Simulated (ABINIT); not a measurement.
# Hf (P6_3/mmc) in ABINIT: further runs

The runs below take Hf through band structure, with PBEsol, RPBE.

All numbers are computed with ABINIT 10.8.3 (patched build); they aren't measurements. Logs are shortened: lines on timing, memory, paths and dates and some standing lists are left out, and cuts for length are marked. The log counts tension as positive stress, the text compression.

## (1) The crystal as given

Symmetry: P6_3/mmc, No. 194, hexagonal system. Conventional cell: a = 3.197 Å, b = 3.197 Å, c = 5.058 Å, α = 90.00°, β = 90.00°, γ = 120.00°. Around Hf (site symmetry -6m2) lie 12 Hf at 3.13 to 3.20 Å.

## (2) Band structure, PBEsol

run.abi

```
# Datasets: ground state, then fixed potential
ndtset 2

# Pseudopotentials
pp_dirpath "./"
pseudos "Hf.GGA_PBE-JTH.xml"

# Structure
acell 3*1.0
rprim
     6.0408875026     0.0000000000     0.0000000000
    -3.0204437513     5.2315620387     0.0000000000
     0.0000000000     0.0000000000     9.5578567931
ntypat 1
znucl 72
natom 2
typat 1 1
xred
     0.6666666667     0.3333333333     0.7500000000
     0.3333333333     0.6666666667     0.2500000000

# Plane-wave basis
ecut 625.861884 eV
pawecutdg 45.0
pawxcdev 0

# Exchange and correlation
ixc -116133

# Bands and occupations
occopt 3
tsmear 0.05 eV

# SCF cycle
nstep 100

# Output
iomode 3
prtwf 0
prteig 0
prtebands 0
enunit 1
prtden1 1

# Dataset 1
kptopt1 1
ngkpt1 10 10 5
nshiftk1 1
shiftk1 0.0 0.0 0.0
nband1 16
tolvrs1 1.0e-9

# Dataset 2: bands along G-M-K-G-A-L-H-A
iscf2 -2
getden2 1
nband2 22
nbdbuf2 4
tolwfr2 1.0e-11
kptopt2 -7
ndivsm2 8
prteig2 1
prtvol2 -3
kptbounds2
     0.0000000000     0.0000000000     0.0000000000
     0.5000000000     0.0000000000     0.0000000000
     0.3333333333     0.3333333333     0.0000000000
     0.0000000000     0.0000000000     0.0000000000
     0.0000000000     0.0000000000     0.5000000000
     0.5000000000     0.0000000000     0.5000000000
     0.3333333333     0.3333333333     0.5000000000
     0.0000000000     0.0000000000     0.5000000000
```

Potentials or basis: JTH PAW PBE v2.0.

Command:

```bash
$ abinit run.abi > log 2>&1
```

run.abo:

```text
.Version 10.8.3 of ABINIT
 DATASET    1 : space group P6_3/m m c (#194); Bravais hP (primitive hexag.)
================================================================================
 Values of the parameters that define the memory need for DATASET  1.
     intxc =       0    ionmov =       0      iscf =      17    lmnmax =      18
     lnmax =       6     mgfft =      45  mpssoang =       3    mqgrid =    3001
     natom =       2  nloc_mem =       2    nspden =       1   nspinor =       1
    nsppol =       1      nsym =      24    n1xccc =       1    ntypat =       1
    occopt =       3   xclevel =       2
       mpw =        1628          nfft =       40500          nkpt =          42
 PAW method is used; the additional fine FFT grid is defined by:
   mgfftf=        60    nfftf =     96000
================================================================================
================================================================================

 DATASET    2 : space group P6_3/m m c (#194); Bravais hP (primitive hexag.)
================================================================================
 Values of the parameters that define the memory need for DATASET  2.
     intxc =       0    ionmov =       0      iscf =      -2    lmnmax =      18
     lnmax =       6     mgfft =      45  mpssoang =       3    mqgrid =    3001
     natom =       2  nloc_mem =       2    nspden =       1   nspinor =       1
    nsppol =       1      nsym =      24    n1xccc =       1    ntypat =       1
    occopt =       3   xclevel =       2
       mpw =        1628          nfft =       40500          nkpt =          89
 PAW method is used; the additional fine FFT grid is defined by:
   mgfftf=        60    nfftf =     96000
================================================================================
================================================================================

--------------------------------------------------------------------------------
------------- Echo of variables that govern the present computation ------------
--------------------------------------------------------------------------------
 -outvars: echo values of preprocessed input variables --------
            acell      1.0000000000E+00  1.0000000000E+00  1.0000000000E+00 Bohr
              amu      1.78490000E+02
             ecut      2.30000000E+01 Hartree
           enunit           1
           getden1          0
           getden2          1
             iscf1         17
             iscf2         -2
              ixc     -116133
           jdtset        1    2
           kptopt1          1
           kptopt2         -7
         kptrlatt       10    0    0      0   10    0      0    0    5
[... 1007 lines left out ...]
 Atom  Sphere_radius  Integrated_density
    1        2.41119          9.48166109
    2        2.41119          9.48166109

================================================================================

 ----iterations are completed or convergence reached----

 Mean square residual over all n,k,spin=   47.546E-13; max=  99.907E-13
 reduced coordinates (array xred) for    2 atoms
       0.666666666667      0.333333333333      0.750000000000
       0.333333333333      0.666666666667      0.250000000000

 cartesian coordinates (angstrom) at end:
    1      1.59834999891799     0.92280780214238     3.79334999741376
    2     -0.00000000000000     1.84561560428476     1.26444999913792
 length scales=  1.000000000000  1.000000000000  1.000000000000 bohr
              =  0.529177210544  0.529177210544  0.529177210544 angstroms
 Eigenvalues (   eV  ) for nkpt=  89  k points:
 kpt#   1, nband= 22, wtk=  1.00000, kpt=  0.0000  0.0000  0.0000 (reduced coord)
 -63.67450  -63.60309  -32.79588  -32.04541  -32.04541  -31.92217  -31.91672  -31.91672
  -9.17255   -5.50198   -1.13447   -0.61027   -0.61027   -0.33352    0.21071    0.21071
   0.84301    0.84301    3.55704    3.55704    7.08387    9.40733
 kpt#   2, nband= 22, wtk=  1.00000, kpt=  0.0333  0.0000  0.0000 (reduced coord)
 -63.67391  -63.60288  -32.79296  -32.05174  -32.04754  -31.92344  -31.92327  -31.91750
  -9.13863   -5.46809   -1.18081   -0.74267   -0.57840   -0.22229    0.17194    0.24110
   0.79257    0.80898    3.58506    3.65180    7.09741    9.49636
 kpt#   3, nband= 22, wtk=  1.00000, kpt=  0.0667  0.0000  0.0000 (reduced coord)
 -63.67224  -63.60226  -32.78433  -32.07034  -32.05384  -31.94284  -31.92745  -31.91995
  -9.03769   -5.36794   -1.31478   -0.97895   -0.48311   -0.05319    0.07102    0.33162
   0.66123    0.71272    3.66304    3.91193    7.12926    9.75644
 kpt#   4, nband= 22, wtk=  1.00000, kpt=  0.1000  0.0000  0.0000 (reduced coord)
 -63.66951  -63.60126  -32.77005  -32.10039  -32.06387  -31.97425  -31.93414  -31.92406
  -8.87208   -5.20627   -1.52215   -1.24752   -0.32513   -0.12704    0.16835    0.48129
   0.48790    0.56877    3.77650    4.28905    7.15729   10.16780
 kpt#   5, nband= 22, wtk=  1.00000, kpt=  0.1333  0.0000  0.0000 (reduced coord)
[... 325 lines left out ...]
  -6.92135   -6.92135   -1.86787   -1.86787   -0.84563   -0.84563   -0.49659   -0.49659
   2.92867    2.92867    3.04747    3.04747    9.88482    9.88482
 kpt#  87, nband= 22, wtk=  1.00000, kpt=  0.0392  0.0392  0.5000 (reduced coord)
 -63.63730  -63.63730  -32.37879  -32.37879  -31.99901  -31.99901  -31.98752  -31.98752
  -7.07091   -7.07091   -1.74760   -1.74760   -0.77545   -0.77545   -0.62049   -0.62049
   2.97581    2.97581    3.02143    3.02143    9.58183    9.58185
 kpt#  88, nband= 22, wtk=  1.00000, kpt=  0.0196  0.0196  0.5000 (reduced coord)
 -63.63851  -63.63851  -32.37547  -32.37547  -31.98592  -31.98592  -31.98298  -31.98298
  -7.16346   -7.16346   -1.66619   -1.66619   -0.73506   -0.73506   -0.69658   -0.69658
   3.00370    3.00370    3.01370    3.01370    9.36926    9.36926
 kpt#  89, nband= 22, wtk=  1.00000, kpt=  0.0000  0.0000  0.5000 (reduced coord)
 -63.63894  -63.63894  -32.37447  -32.37447  -31.98148  -31.98148  -31.98148  -31.98148
  -7.19479   -7.19479   -1.63728   -1.63728   -0.72222   -0.72222   -0.72222   -0.72222
   3.01275    3.01275    3.01275    3.01275    9.29359    9.29360

== END DATASET(S) ==============================================================
================================================================================

 -outvars: echo values of variables after computation  --------
            acell      1.0000000000E+00  1.0000000000E+00  1.0000000000E+00 Bohr
           etotal1    -1.0017558133E+02
            fcart1     0.0000000000E+00  1.0293848007E-28 -0.0000000000E+00
                       0.0000000000E+00 -1.0293848007E-28 -0.0000000000E+00
            rprim      6.0408875026E+00  0.0000000000E+00  0.0000000000E+00
                      -3.0204437513E+00  5.2315620387E+00  0.0000000000E+00
                       0.0000000000E+00  0.0000000000E+00  9.5578567931E+00
           strten1     1.3619827582E-04  1.3619827499E-04  1.5302007277E-04
                       0.0000000000E+00  0.0000000000E+00  0.0000000000E+00
           xangst      1.5983499989E+00  9.2280780214E-01  3.7933499974E+00
                      -2.7817247100E-16  1.8456156043E+00  1.2644499991E+00
             xred      6.6666666667E-01  3.3333333333E-01  7.5000000000E-01
                       3.3333333333E-01  6.6666666667E-01  2.5000000000E-01
 Calculation completed.
```

It took 75 s on 1 thread of Arm Neoverse V2, shared host; peak memory 0.15 GiB.

What came out:

- Free energy: -2725.9164 eV
- Pressure: -4.2 GPa
- Band gap on the k mesh: none (metal or under the smearing width)
- Valence electrons inside the program's atomic spheres: Hf 9.48 (radii [1.2759] Å)

Levels at the corners of the path, in eV from the Fermi level:
| point | band 10 | band 11 | band 12 | band 13 | band 14 | band 15 |
| --- | --- | --- | --- | --- | --- | --- |
| Γ | -3.71 | 0.66 | 1.19 | 1.19 | 1.46 | 2.01 |
| M | -2.74 | -2.22 | -0.78 | 0.79 | 0.88 | 1.68 |
| K | -1.78 | -1.78 | -1.42 | 0.37 | 0.37 | 2.05 |
| Γ | -3.71 | 0.66 | 1.19 | 1.19 | 1.46 | 2.01 |
| A | -5.40 | 0.16 | 0.16 | 1.07 | 1.07 | 1.07 |
| L | -3.40 | -0.97 | -0.97 | 1.19 | 1.19 | 2.65 |
| H | -1.77 | -1.45 | -1.45 | -0.18 | -0.18 | 2.52 |
| A | -5.40 | 0.16 | 0.16 | 1.07 | 1.07 | 1.07 |

Caveat: the PAW data sets were made with another functional, which shifts forces and pressure a little; spin-orbit coupling is left out, which moves the levels of the heavy elements.

## (3) Band structure, RPBE

run.abi, as its differences from that of step 2:

```diff
@@ -27,3 +27,3 @@
 # Exchange and correlation
-ixc -116133
+ixc 15
```

Potentials or basis: JTH PAW PBE v2.0.

Command:

```bash
$ abinit run.abi > log 2>&1
```

It took 72 s on 1 thread of Arm Neoverse V2, shared host; peak memory 0.15 GiB.

It converged, with:

| Quantity | Value |
| --- | --- |
| Free energy | -2718.9802 eV |
| Pressure | 3.0 GPa |
| Band gap on the k mesh | none (metal or under the smearing width) |
| Valence electrons inside the program's atomic spheres | Hf 9.47 (radii [1.2759] Å) |

Stress tensor (GPa, compression positive):
```
3.10 0.00 0.00
0.00 3.10 0.00
0.00 0.00 2.67
```

Levels at the corners of the path, in eV from the Fermi level:
| point | band 9 | band 10 | band 11 | band 12 | band 13 | band 14 | band 15 | band 16 |
| --- | --- | --- | --- | --- | --- | --- | --- | --- |
| Γ | -7.38 | -3.70 | 0.58 | 1.22 | 1.22 | 1.50 | 2.04 | 2.04 |
| M | -3.35 | -2.73 | -2.22 | -0.84 | 0.83 | 0.88 | 1.70 | 5.94 |
| K | -2.12 | -1.80 | -1.80 | -1.45 | 0.39 | 0.39 | 2.07 | 5.25 |
| Γ | -7.38 | -3.70 | 0.58 | 1.22 | 1.22 | 1.50 | 2.04 | 2.04 |
| A | -5.41 | -5.41 | 0.16 | 0.16 | 1.11 | 1.11 | 1.11 | 1.11 |
| L | -3.39 | -3.39 | -0.97 | -0.97 | 1.14 | 1.14 | 2.69 | 2.69 |
| H | -1.74 | -1.74 | -1.47 | -1.47 | -0.22 | -0.22 | 2.56 | 2.56 |
| A | -5.41 | -5.41 | 0.16 | 0.16 | 1.11 | 1.11 | 1.11 | 1.11 |

Caveat: the PAW data sets were made with another functional, which shifts forces and pressure a little; spin-orbit coupling is left out, which moves the levels of the heavy elements.
